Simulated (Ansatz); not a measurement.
An input for Ansatz 0.2.0 (Sb):

Contents of input.yaml:

```yaml
crystal:
  lattice:
    - [-1.5765401831, 1.5765401831, 2.7119384313]
    - [1.5765401831, -1.5765401831, 2.7119384313]
    - [1.5765401831, 1.5765401831, -2.7119384313]
  atoms:
    - { symbol: Sb, position: [0.0, 0.0, 0.0] }
kpoints:
  mp_grid: { grid: [8, 8, 8] }
scf:
  occupations: { method: fermi_dirac, width: 0.05 }
hamiltonian:
  xc: hse06
  pseudopotentials: { kind: all_electron, datasets: crystal }
output:
  forces: true
  stress: true
  eigenvalues: true
```

Potentials or basis: all-electron PAW datasets made for the crystal.

Run with:

```sh
$ ansatz run input.yaml --threads 2 --pin off --max-ram 8192MiB --backend cpu --events-out ev --progress --plain --runs-dir out
```

Question: Does this run start?

Answer: The run stopped without a result. It printed:

Output:

```text
Error: hamiltonian.pseudopotentials.datasets: crystal, beside a feature not held to (output.eigenvalues: true / output.band_residual_tolerance) — the datasets of this kind: all_electron run are made for its crystal, and no such run has been held to what stands beside, or a reason given rules it out; change each as told or leave it out, or set another kind (and leave the keys of all_electron out)
```
